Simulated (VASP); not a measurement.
# GaSb (F-43m) in VASP: notebook

The runs below take GaSb through single point, with PBE.

Everything below comes from runs of VASP 6.6.1. Logs are shortened: lines on timing, memory, paths and dates and some standing lists are left out, and cuts for length are marked.

## (1) The structure

Symmetry: F-43m, No. 216, cubic system. The conventional cell has a = 6.118 Å, b = 6.118 Å, c = 6.118 Å, α = 90.00°, β = 90.00°, γ = 90.00°. Sb (site symmetry -43m) is surrounded by 4 Ga at 2.65 Å. Ga (site symmetry -43m) is surrounded by 4 Sb at 2.65 Å.

## (2) Single point, PBE, spin-orbit coupling, no magnetisation

INCAR

```
SYSTEM = GaSb
  ALGO = Normal
  EDIFF = 1E-7
  ENCUT = 250
  GGA = PE
  GGA_COMPAT = .FALSE.
  ISIF = 2
  ISMEAR = 0
  LASPH = .TRUE.
  LCHARG = .FALSE.
  LNONCOLLINEAR = .TRUE.
  LORBIT = 11
  LREAL = .FALSE.
  LSORBIT = .TRUE.
  LWAVE = .FALSE.
  MAGMOM = 0 0 0 0 0 0
  NBANDS = 34
  NELM = 100
  PREC = Accurate
  SIGMA = 0.02
```

KPOINTS

```
k-points
0
G
  8 8 8
  0 0 0
```

POSCAR

```
GaSb
1.0
    0.0000000000      3.0590000000      3.0590000000
    3.0590000000      0.0000000000      3.0590000000
    3.0590000000      3.0590000000      0.0000000000
Sb Ga
1 1
Direct
    0.7500000000      0.7500000000      0.7500000000
    0.0000000000      0.0000000000      0.0000000000
```

Potentials or basis: VASP PAW PBE potentials, release 64 (Sb, Ga_d).

Run with:

```bash
cat potpaw_PBE.64/Sb/POTCAR potpaw_PBE.64/Ga_d/POTCAR > POTCAR
mpirun -np 1 vasp_ncl > vasp.out
```

OUTCAR:

```text
SYSTEM = GaSb
   EDIFF = 1E-7
   ENCUT = 250
   GGA = PE
   ISIF = 2
   ISMEAR = 0
   LASPH = .TRUE.
   LNONCOLLINEAR = .TRUE.
   LORBIT = 11
   LREAL = .FALSE.
   LSORBIT = .TRUE.
   NELM = 100
   PREC = Accurate

 Found     43 irreducible k-points:

 Following reciprocal coordinates:
            Coordinates               Weight
  0.000000  0.000000  0.000000      1.000000
  0.125000  0.000000  0.000000      4.000000
 -0.125000  0.000000  0.000000      4.000000
  0.250000  0.000000  0.000000      4.000000
 -0.250000  0.000000  0.000000      4.000000
  0.375000  0.000000  0.000000      4.000000
   k-points           NKPTS =     43   k-points in BZ     NKDIM =     43   number of bands    NBANDS=     34
   number of dos      NEDOS =    301   number of ions     NIONS =      2
   total plane-waves  NPLWV =  13824
   dimension x,y,z NGX =    24 NGY =   24 NGZ =   24
   dimension x,y,z NGXF=    48 NGYF=   48 NGZF=   48
   ions per type =               1   1
   NGX,Y,Z   is equivalent  to a cutoff of   9.22,  9.22,  9.22 a.u.
   NGXF,Y,Z  is equivalent  to a cutoff of  18.45, 18.45, 18.45 a.u.
 SYSTEM =  GaSb
   PREC   = accura    normal or accurate (medium, high low for compatibility)
   ISTART =      0    job   : 0-new  1-cont  2-samecut
   ICHARG =      2    charge: 1-file 2-atom 10-const
   ISPIN  =      1    spin polarized calculation?
   LNONCOLLINEAR =      T non collinear calculations
   LSORBIT =      T    spin-orbit coupling
   LASPH  =      T    aspherical Exc in radial PAW
   ENCUT  =  250.0 eV  18.37 Ry    4.29 a.u.   5.58  5.58  5.58*2*pi/ulx,y,z
   NELM   =    100;   NELMIN=  2; NELMDL= -5     # of ELM steps
   EDIFF  = 0.1E-06   stopping-criterion for ELM
   LREAL  =      F    real-space projection
   EDIFFG = 0.1E-05   stopping-criterion for IOM
   NSW    =      0    number of steps for IOM
   IBRION =     -1    ionic relax: 0-MD 1-quasi-New 2-CG
   NFREE  =      0    steps in history (QN), initial steepest desc. (CG)
   ISIF   =      2    stress and relaxation
   ISYM   =      2    0-nonsym 1-usesym 2-fastsym
   POTIM  = 0.5000    time-step for ionic-motion
   TEBEG  =    0.0;   TEEND  =   0.0 temperature during run
   PSTRESS=    0.0 pullay stress
   NELECT =      18.0000    total number of electrons
   NUPDOWN=      -1.0000    fix difference up-down
   EMIN   =  10.00;   EMAX   =-10.00  energy-range for DOS
   EFERMI =   0.00;   METHOD = LEGACY
   ISMEAR =     0;   SIGMA  =   0.02  broadening in eV -4-tet -1-fermi 0-gaus
   EFERMI_NEDOS =   21; number of points for ismear=-14 and -15
   IALGO  =     38    algorithm
   IMIX   =      4    mixing-type and parameters
     AMIX     =   0.40;   BMIX     =  1.00
     AMIX_MAG =   1.60;   BMIX_MAG =  1.00
  volume/ion in A,a.u.               =      28.62       193.17
  Fermi-wavevector in a.u.,A,eV,Ry     =   1.113208  2.103657 16.860766  1.239231
  Thomas-Fermi vector in A             =   2.249790
   LORBIT       =     11    0 simple, 1 ext, 2 COOP (PROOUT), +10 PAW based schemes
   GGA     = PE    functional components
   LHFCALC =     F    Hartree Fock is set to
   AEXX    =    0.0000 exact exchange contribution
   IVDW    =     0    specifies the selected vdW correction
   LEPSILON=     F    determine dielectric tensor
   LRPA    =     F    only Hartree local field effects (RPA)
 Gauss-broadening in eV      SIGMA  =   0.02
  energy-cutoff  :      250.00
  volume of cell :       57.25
 maximum number of plane-waves:      1062
 NGX is ok and might be reduce to    24
   NGX = 11   NGY = 11   NGZ = 11

 number of electron      18.0000000 magnetization       0.0000000      0.0000000      0.0000000

 number of electron      18.0000016 magnetization       0.0000000     -0.0000000      0.0000000

 number of electron      18.0000016 magnetization      -0.0000000     -0.0000000     -0.0000000

 number of electron      18.0000016 magnetization      -0.0000000      0.0000000     -0.0000000

 Free energy of the ion-electron system (eV)
  ---------------------------------------------------
  ext. energy  EPLUGINS =         0.00000000
  ---------------------------------------------------
  free energy    TOTEN  =        -7.39484881 eV

  energy without entropy =       -7.39480473  energy(sigma->0) =       -7.39482677

 E-fermi :   5.0937     XC(G=0):  -9.0866

 val. band max:        5.0936895777   @ k =   0.0000   0.0000   0.0000
 cond. band min:       5.0936901808   @ k =   0.0000   0.0000   0.0000
 fundamental gap:      0.0000006031
 Fermi energy:         5.0936898791

 k-point     1 :       0.0000    0.0000    0.0000
  band No.  band energies     occupation
      1     -10.4873      1.00000
      2     -10.4873      1.00000
      3     -10.4873      1.00000
      4     -10.4873      1.00000
      5     -10.0520      1.00000
      6     -10.0520      1.00000
[... 22 lines left out ...]
     29      13.4623      0.00000
     30      13.4623      0.00000

 k-point     2 :       0.1250    0.0000    0.0000
  band No.  band energies     occupation
      1     -10.4884      1.00000
      2     -10.4865      1.00000
      3     -10.4865      1.00000
      4     -10.4856      1.00000
      5     -10.0507      1.00000
      6     -10.0507      1.00000
[... 22 lines left out ...]
     29      12.6417      0.00000
     30      12.6665      0.00000

 k-point     3 :      -0.1250    0.0000    0.0000
  band No.  band energies     occupation
      1     -10.4884      1.00000
      2     -10.4865      1.00000
      3     -10.4865      1.00000
      4     -10.4856      1.00000
      5     -10.0507      1.00000
      6     -10.0507      1.00000
[... 22 lines left out ...]
     29      12.6417      0.00000
     30      12.6665      0.00000

 k-point     4 :       0.2500    0.0000    0.0000
  band No.  band energies     occupation
      1     -10.4864      1.00000
      2     -10.4864      1.00000
      3     -10.4859      1.00000
      4     -10.4820      1.00000
      5     -10.0489      1.00000
      6     -10.0489      1.00000
[... 22 lines left out ...]
     29      12.4378      0.00000
     30      12.4378      0.00000

 k-point     5 :      -0.2500    0.0000    0.0000
  band No.  band energies     occupation
      1     -10.4864      1.00000
      2     -10.4864      1.00000
      3     -10.4859      1.00000
      4     -10.4820      1.00000
      5     -10.0489      1.00000
      6     -10.0489      1.00000
[... 22 lines left out ...]
     29      12.4378      0.00000
     30      12.4378      0.00000

 k-point     6 :       0.3750    0.0000    0.0000
  band No.  band energies     occupation
      1     -10.4864      1.00000
      2     -10.4864      1.00000
      3     -10.4838      1.00000
      4     -10.4811      1.00000
      5     -10.0464      1.00000
      6     -10.0464      1.00000
[... 22 lines left out ...]
     29      13.3693      0.00000
     30      13.3693      0.00000

 [... further k-points ...]

 [bands above 30 left out]

------------------------ aborting loop because EDIFF is reached ----------------------------------------

  FORCE on cell =-STRESS in cart. coord.  units (eV):
  Direction    XX          YY          ZZ          XY          YZ          ZX
  --------------------------------------------------------------------------------------
  -------------------------------------------------------------------------------------
  Total       -0.0401318     -0.0401318     -0.0401318      0.0000000      0.0000000      0.0000000
  in kB       -1.1231332     -1.1231332     -1.1231332      0.0000000      0.0000000      0.0000000
  external PRESSURE =      -1.1231332 kB  Pullay stress =       0.0000000 kB

 VOLUME and BASIS-vectors are now :
 -----------------------------------------------------------------------------
  energy-cutoff  :      250.00
  volume of cell :       57.25
      direct lattice vectors                 reciprocal lattice vectors
     0.000000000  3.059000000  3.059000000    -0.163452109  0.163452109  0.163452109
     3.059000000  0.000000000  3.059000000     0.163452109 -0.163452109  0.163452109
     3.059000000  3.059000000  0.000000000     0.163452109  0.163452109 -0.163452109

 POSITION                                       TOTAL-FORCE (eV/Angst)
 -----------------------------------------------------------------------------------
      4.58850      4.58850      4.58850         0.000000      0.000000      0.000000
      0.00000      0.00000      0.00000        -0.000000     -0.000000     -0.000000
 -----------------------------------------------------------------------------------
    total drift:                                0.000001      0.000001      0.000001

  FREE ENERGIE OF THE ION-ELECTRON SYSTEM (eV)
  ---------------------------------------------------
  free  energy   TOTEN  =        -7.3948488063 eV

  energy  without entropy=       -7.3948047290  energy(sigma->0) =       -7.39482677

 Spin-Orbit-Coupling matrix elements

 Ion:    1  E_soc:     -0.1241454
 l=   1
     0.0000000    -0.0205449    -0.0205449
    -0.0205449     0.0000000    -0.0205449
    -0.0205449    -0.0205449     0.0000000
 l=   2
     0.0000000    -0.0000571     0.0000000    -0.0000571    -0.0000889
    -0.0000571     0.0000000    -0.0000667    -0.0000571    -0.0000222
     0.0000000    -0.0000667     0.0000000    -0.0000667     0.0000000
    -0.0000571    -0.0000571    -0.0000667     0.0000000    -0.0000222
    -0.0000889    -0.0000222     0.0000000    -0.0000222     0.0000000
 l=   3
     0.0000000     0.0000000     0.0000000     0.0000000     0.0000000     0.0000000     0.0000000
     0.0000000     0.0000000     0.0000000     0.0000000     0.0000000     0.0000000     0.0000000
     0.0000000     0.0000000     0.0000000     0.0000000     0.0000000     0.0000000     0.0000000
     0.0000000     0.0000000     0.0000000     0.0000000     0.0000000     0.0000000     0.0000000
     0.0000000     0.0000000     0.0000000     0.0000000     0.0000000     0.0000000     0.0000000
     0.0000000     0.0000000     0.0000000     0.0000000     0.0000000     0.0000000     0.0000000
     0.0000000     0.0000000     0.0000000     0.0000000     0.0000000     0.0000000     0.0000000

 Ion:    2  E_soc:     -0.0123554
 l=   1
     0.0000000    -0.0012761    -0.0012761
    -0.0012761     0.0000000    -0.0012761
    -0.0012761    -0.0012761     0.0000000
 l=   2
     0.0000000    -0.0001465     0.0000000    -0.0001465    -0.0006366
    -0.0001465     0.0000000    -0.0004775    -0.0001465    -0.0001592
     0.0000000    -0.0004775     0.0000000    -0.0004775     0.0000000
    -0.0001465    -0.0001465    -0.0004775     0.0000000    -0.0001592
    -0.0006366    -0.0001592     0.0000000    -0.0001592     0.0000000
 l=   3
     0.0000000     0.0000000     0.0000000     0.0000000     0.0000000     0.0000000     0.0000000
     0.0000000     0.0000000     0.0000000     0.0000000     0.0000000     0.0000000     0.0000000
     0.0000000     0.0000000     0.0000000     0.0000000     0.0000000     0.0000000     0.0000000
     0.0000000     0.0000000     0.0000000     0.0000000     0.0000000     0.0000000     0.0000000
     0.0000000     0.0000000     0.0000000     0.0000000     0.0000000     0.0000000     0.0000000
     0.0000000     0.0000000     0.0000000     0.0000000     0.0000000     0.0000000     0.0000000
     0.0000000     0.0000000     0.0000000     0.0000000     0.0000000     0.0000000     0.0000000

 total charge

# of ion       s       p       d       tot
------------------------------------------
    1        1.129   1.345   0.028   2.502
    2        0.911   0.768   9.972  11.650
--------------------------------------------------
tot          2.039   2.113   9.999  14.151

 magnetization (x)

# of ion       s       p       d       tot
------------------------------------------
    1        0.000  -0.000  -0.000  -0.000
    2       -0.000   0.000   0.000  -0.000
--------------------------------------------------
tot         -0.000   0.000  -0.000  -0.000

 magnetization (y)

# of ion       s       p       d       tot
------------------------------------------
    1        0.000   0.000   0.000   0.000
    2        0.000   0.000   0.000   0.000
--------------------------------------------------
tot          0.000   0.000   0.000   0.000

 magnetization (z)

# of ion       s       p       d       tot
------------------------------------------
    1        0.000   0.000   0.000   0.000
    2       -0.000   0.000   0.000  -0.000
--------------------------------------------------
tot         -0.000   0.000   0.000  -0.000
```

It took 28 s on 1 thread of Intel Xeon 6975P-C (Granite Rapids), shared host; peak memory 0.21 GiB.

The run converged, but a check on its numbers failed (symmetry, net force, bounds or a known fault of this set-up), so they aren't taken as properties of the crystal.

Caveat: the cutoff lies under the usual one of these potentials, so the numbers hold a large basis-set error.

## (3) Single point, PBE, spin-orbit coupling, no magnetisation

Edit INCAR of step 2 so:

```diff
@@ -2,4 +2,4 @@
   ALGO = Normal
-  EDIFF = 1E-7
-  ENCUT = 250
+  EDIFF = 0.001
+  ENCUT = 350
   GGA = PE
```

KPOINTS

```
k-points
0
G
  7 7 7
  0 0 0
```

POSCAR is that of step 2.

Potentials or basis: VASP PAW PBE potentials, release 64 (Sb, Ga_d).

Run with:

```bash
cat potpaw_PBE.64/Sb/POTCAR potpaw_PBE.64/Ga_d/POTCAR > POTCAR
mpirun -np 1 vasp_ncl > vasp.out
```

Wall time 26 s (1 thread of Intel Xeon 6975P-C (Granite Rapids), shared host); peak memory 0.25 GiB.

The run converged, but some of its settings lie outside the range that counts as converged, so its numbers aren't taken as properties of the crystal.

What came out:

| Quantity | Value |
| --- | --- |
| Free energy | -7.4048 eV |
| Pressure | 4.0 GPa |
| Valence electrons inside the program's atomic spheres | Sb 2.50; Ga 11.64 |

Caveat: the cutoff is under 1.25 times the usual one of these potentials, so pressure, stress and relaxed cells hold a basis-set (Pulay) error.

[end of part 1 of 2]
